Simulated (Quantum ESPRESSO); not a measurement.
# Ga (P6/mmm) in Quantum ESPRESSO: reference runs

Reference runs on Ga: the cell as given.

Program: Quantum ESPRESSO 7.5. These are calculated values, not measurements. Logs are shortened: lines on timing, memory, paths and dates and some standing lists are left out, and cuts for length are marked.

## Step 1: The structure

Symmetry: P6/mmm, No. 191, hexagonal system. The conventional cell has a = 4.449 Å, b = 4.449 Å, c = 2.765 Å, α = 90.00°, β = 90.00°, γ = 120.00°. Ga (site symmetry -6m2) has 5 Ga at 2.57 to 2.77 Å as nearest neighbours.

The cell was built by a generator and needn't be a form met in nature.

## Step 2: Single point, PBE

pw.in

```
&CONTROL
  calculation = 'scf'
  prefix = 'pwscf'
  outdir = './tmp'
  pseudo_dir = './pseudo'
  tprnfor = .true.
  tstress = .true.
  disk_io = 'nowf'
/
&SYSTEM
  ibrav = 0
  nat = 2
  ntyp = 1
  ecutwfc = 70
  ecutrho = 560
  nbnd = 20
  occupations = 'smearing'
  smearing = 'fd'
  degauss = 0.00367493
/
&ELECTRONS
  conv_thr = 4d-10
  electron_maxstep = 120
  mixing_beta = 0.5
/
ATOMIC_SPECIES
Ga    69.7230 Ga.pbe-dn-kjpaw_psl.1.0.0.UPF
CELL_PARAMETERS angstrom
   4.4494700000    0.0000000000    0.0000000000
  -2.2247400000    3.8533600000    0.0000000000
   0.0000000000    0.0000000000    2.7652000000
ATOMIC_POSITIONS crystal
Ga     0.3333300000    0.6666700000    0.5000000000
Ga     0.6666700000    0.3333300000    0.5000000000
K_POINTS automatic
7 7 10 0 0 0
```

Potentials or basis: SSSP 1.3 efficiency PBE.

Launch:

```
OMP_NUM_THREADS=1 pw.x -in pw.in > pw.out
```

pw.out:

```text
This program is part of the open-source Quantum ESPRESSO suite
     for quantum simulation of materials; please cite
         "P. Giannozzi et al., J. Phys.:Condens. Matter 21 395502 (2009);
         "P. Giannozzi et al., J. Phys.:Condens. Matter 29 465901 (2017);
         "P. Giannozzi et al., J. Chem. Phys. 152 154105 (2020);
     in publications or presentations arising from this work. More details at

     file Ga.pbe-dn-kjpaw_psl.1.0.0.UPF: wavefunction(s)  4S renormalized
     Message from routine setup:
     using ibrav=0 with symmetry is DISCOURAGED, use correct ibrav instead

     G-vector sticks info
     --------------------
     sticks:   dense  smooth     PW     G-vecs:    dense   smooth      PW
     Sum        2725    1369    421                71655    25323    4299

     Using Slab Decomposition

     bravais-lattice index     =            0
     lattice parameter (alat)  =       8.4083  a.u.
     unit-cell volume          =     319.9418 (a.u.)^3
     number of atoms/cell      =            2
     number of atomic types    =            1
     number of electrons       =        26.00
     number of Kohn-Sham states=           20
     kinetic-energy cutoff     =      70.0000  Ry
     charge density cutoff     =     560.0000  Ry
     scf convergence threshold =      4.0E-10
     mixing beta               =       0.5000
     number of iterations used =            8  plain     mixing
     Exchange-correlation= SLA  PW   PBX  PBC
                           (   1   4   3   4   0   0   0)

     celldm(1)=   8.408280  celldm(2)=   0.000000  celldm(3)=   0.000000
     celldm(4)=   0.000000  celldm(5)=   0.000000  celldm(6)=   0.000000

     crystal axes: (cart. coord. in units of alat)
               a(1) = (   1.000000   0.000000   0.000000 )
               a(2) = (  -0.500001   0.866027   0.000000 )
               a(3) = (   0.000000   0.000000   0.621467 )

     reciprocal axes: (cart. coord. in units 2 pi/alat)
               b(1) = (  1.000000  0.577351 -0.000000 )
               b(2) = (  0.000000  1.154699  0.000000 )
               b(3) = (  0.000000 -0.000000  1.609095 )

     PseudoPot. # 1 for Ga read from file:
     Ga.pbe-dn-kjpaw_psl.1.0.0.UPF
     Pseudo is Projector augmented-wave + core cor, Zval = 13.0
     Generated using "atomic" code by A. Dal Corso  v.5.1
     Shape of augmentation charge: PSQ
     Using radial grid of 1205 points,  6 beta functions with:
                l(1) =   0
                l(2) =   0
                l(3) =   1
                l(4) =   1
                l(5) =   2
                l(6) =   2
     Q(r) pseudized with 0 coefficients

     atomic species   valence    mass     pseudopotential
     Ga               13.00    69.72300     Ga( 1.00)

      4 Sym. Ops., with inversion, found

   Cartesian axes

     site n.     atom                  positions (alat units)
         1        Ga     tau(   1) = (  -0.0000057   0.5773540   0.3107336  )
         2        Ga     tau(   2) = (   0.5000046   0.2886727   0.3107336  )

     number of k points=   150  Fermi-Dirac smearing, width (Ry)=  0.0037

     Number of k-points >= 100: set verbosity='high' to print them.

     Dense  grid:    71655 G-vectors     FFT dimensions: (  64,  64,  40)

     Smooth grid:    25323 G-vectors     FFT dimensions: (  45,  45,  27)

     Initial potential from superposition of free atoms

     starting charge      25.9941, renormalised to      26.0000
     Starting wfcs are   18 randomized atomic wfcs +    2 random wfcs

     Self-consistent Calculation

     iteration #  1     ecut=    70.00 Ry     beta= 0.50
     Davidson diagonalization with overlap
     ethr =  1.00E-02,  avg # of iterations =  7.0

     Threshold (ethr) on eigenvalues was too large:
     Diagonalizing with lowered threshold

     Davidson diagonalization with overlap
     c_bands:  1 eigenvalues not converged
     c_bands:  1 eigenvalues not converged
     c_bands:  1 eigenvalues not converged
     c_bands:  1 eigenvalues not converged
     c_bands:  1 eigenvalues not converged
     c_bands:  1 eigenvalues not converged
     c_bands:  1 eigenvalues not converged
     c_bands:  1 eigenvalues not converged
     c_bands:  1 eigenvalues not converged
     c_bands:  1 eigenvalues not converged
     c_bands:  1 eigenvalues not converged
     c_bands:  1 eigenvalues not converged
     c_bands:  1 eigenvalues not converged
     c_bands:  1 eigenvalues not converged
     ethr =  5.18E-05,  avg # of iterations = 12.3

     total energy              =    -555.83271879 Ry
     estimated scf accuracy    <       0.01529378 Ry

     iteration #  2     ecut=    70.00 Ry     beta= 0.50
     Davidson diagonalization with overlap
     ethr =  5.88E-05,  avg # of iterations =  1.3

     total energy              =    -555.83378337 Ry
     estimated scf accuracy    <       0.00247166 Ry

     iteration #  3     ecut=    70.00 Ry     beta= 0.50
     Davidson diagonalization with overlap
     ethr =  9.51E-06,  avg # of iterations =  5.9

     total energy              =    -555.83475542 Ry
     estimated scf accuracy    <       0.00137394 Ry

     iteration #  4     ecut=    70.00 Ry     beta= 0.50
     Davidson diagonalization with overlap
     ethr =  5.28E-06,  avg # of iterations =  1.9

     total energy              =    -555.83477931 Ry
     estimated scf accuracy    <       0.00054972 Ry

     iteration #  5     ecut=    70.00 Ry     beta= 0.50
     Davidson diagonalization with overlap
     c_bands:  1 eigenvalues not converged
     c_bands:  1 eigenvalues not converged
     c_bands:  1 eigenvalues not converged
     ethr =  2.11E-06,  avg # of iterations =  4.3

     total energy              =    -555.83483513 Ry
     estimated scf accuracy    <       0.00001113 Ry

     iteration #  6     ecut=    70.00 Ry     beta= 0.50
     Davidson diagonalization with overlap
     c_bands:  1 eigenvalues not converged
     ethr =  4.28E-08,  avg # of iterations =  9.3

     total energy              =    -555.83487086 Ry
     estimated scf accuracy    <       0.00000023 Ry

     iteration #  7     ecut=    70.00 Ry     beta= 0.50
     Davidson diagonalization with overlap
     ethr =  8.86E-10,  avg # of iterations =  8.9

     total energy              =    -555.83487159 Ry
     estimated scf accuracy    <       0.00000001 Ry

     iteration #  8     ecut=    70.00 Ry     beta= 0.50
     Davidson diagonalization with overlap
     ethr =  4.01E-11,  avg # of iterations =  6.6

     total energy              =    -555.83487160 Ry
     estimated scf accuracy    <          1.7E-09 Ry

     iteration #  9     ecut=    70.00 Ry     beta= 0.50
     Davidson diagonalization with overlap
     ethr =  6.46E-12,  avg # of iterations =  4.1

     End of self-consistent calculation

     Number of k-points >= 100: set verbosity='high' to print the bands.

     the Fermi energy is     6.7789 ev

!    total energy              =    -555.83487160 Ry
     total all-electron energy =     -7776.164192 Ry
     estimated scf accuracy    <          4.4E-11 Ry
     smearing contrib. (-TS)   =      -0.00045514 Ry
     internal energy E=F+TS    =    -555.83441647 Ry

     The total energy is F=E-TS. E is the sum of the following terms:
     one-electron contribution =    -229.53887892 Ry
     hartree contribution      =     140.01879866 Ry
     xc contribution           =     -76.16490759 Ry
     ewald contribution        =    -168.02365107 Ry
     one-center paw contrib.   =    -222.12577755 Ry

     convergence has been achieved in   9 iterations

     Forces acting on atoms (cartesian axes, Ry/au):

     atom    1 type  1   force =     0.00002192   -0.00000764    0.00000000
     atom    2 type  1   force =    -0.00002192    0.00000764    0.00000000

     Total force =     0.000033     Total SCF correction =     0.000022
     SCF correction compared to forces is large: reduce conv_thr to get better values

     Computing stress (Cartesian axis) and pressure

          total   stress  (Ry/bohr**3)                   (kbar)     P=        0.01
   0.00002989   0.00000006   0.00000000            4.40        0.01        0.00
   0.00000006   0.00002996   0.00000000            0.01        4.41        0.00
   0.00000000   0.00000000  -0.00005957            0.00        0.00       -8.76

=------------------------------------------------------------------------------=
   JOB DONE.
=------------------------------------------------------------------------------=
```

Run time: 3.7 min. Hardware: 1 thread of Arm Neoverse V1, shared host; peak memory 0.42 GiB.

Results:

| Property | Result |
| --- | --- |
| Free energy | -7562.5187 eV |
| Pressure | 0.0 GPa |
| Band gap on the k mesh | none (metal or under the smearing width) |

Levels at points of the mesh, in eV from the Fermi level:
```csv
k point,band 9,band 10,band 11,band 12,band 13,band 14,band 15,band 16,band 17,band 18
"(0.00, 0.00, 0.00)",-14.62,-14.62,-10.01,-1.48,-0.55,-0.55,3.20,3.20,6.17,8.72
"(0.00, 0.00, -0.50)",-14.70,-14.49,-5.89,-3.69,2.52,2.52,2.79,3.58,6.71,6.71
```
